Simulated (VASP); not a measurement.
Set up this calculation in VASP 6.6.1, as the native input.

```yaml
Task: single point
Functional: PBE0
Dispersion: D3
Potentials_or_basis: VASP PAW PBE potentials, release 64 (N, B)
Cutoff: 520 eV
k_mesh: 7 × 7 × 7
Occupations: gaussian, width 0.1 eV
Spin: no spin polarisation
Grid_for_exact_exchange_PRECFOCK: Fast
Exchange_at_q_=_0: truncated
Further_INCAR_settings: ALGO = Normal; EDIFF = 1e-07; NBANDS = 11
```

Crystal: BN.

```
N B
1.0
     0.00000    1.81300    1.81300
     1.81300    0.00000    1.81300
     1.81300    1.81300    0.00000
N B
1 1
Cartesian
  0.9065 0.9065 0.9065
  0.0000 0.0000 0.0000
```

The cell is a database's computed one.

These files were run (other wordings do the same):

POSCAR

```
BN
1.0
    0.0000000000      1.8130010000      1.8130010000
    1.8130010000      0.0000000000      1.8130010000
    1.8130010000      1.8130010000      0.0000000000
N B
1 1
Direct
    0.2500000000      0.2500000000      0.2500000000
    0.0000000000      0.0000000000      0.0000000000
```

INCAR.step1

```
ALGO = Normal
EDIFF = 1E-5
ENCUT = 520
GGA = PE
ISIF = 2
ISMEAR = 0
LASPH = True
LCHARG = False
LREAL = False
LWAVE = True
NBANDS = 11
NELM = 60
PREC = Accurate
SIGMA = 0.1
```

INCAR.step2

```
AEXX = 0.25
ALGO = Normal
EDIFF = 1E-7
ENCUT = 520
GGA = PE
HFRCUT = -1
ISIF = 2
ISMEAR = 0
ISTART = 1
IVDW = 11
LASPH = True
LCHARG = False
LHFCALC = True
LREAL = False
LWAVE = False
NBANDS = 11
NELM = 60
PREC = Accurate
PRECFOCK = Fast
SIGMA = 0.1
```

KPOINTS

```
k-points
0
Gamma
  7 7 7
```

Potentials or basis: VASP PAW PBE potentials, release 64 (N, B).

Command:

```bash
$ cat potpaw_PBE.64/N/POTCAR potpaw_PBE.64/B/POTCAR > POTCAR
$ cp INCAR.step1 INCAR
$ mpirun -np 1 vasp_std > vasp.out
$ cp INCAR.step2 INCAR
$ mpirun -np 1 vasp_std > vasp.out
```

It gave:

- Pressure: -11.8 GPa
- Band gap on the k mesh: 6.80 eV, indirect (least direct gap 11.27 eV)
- Dispersion energy per atom: -0.143 eV

Caveat: the k mesh is coarse (spacing up to 0.43 Å⁻¹), so the values aren't converged, least of all with exact exchange; the PAW data sets were made with another functional, which shifts forces and pressure a little; an odd mesh through Γ misses points on the zone boundary, where band edges often lie.

Wall time 2 min on 1 thread of Intel(R) Xeon(R) Platinum 8488C (Sapphire Rapids), on a shared host, peak memory 0.13 GiB.
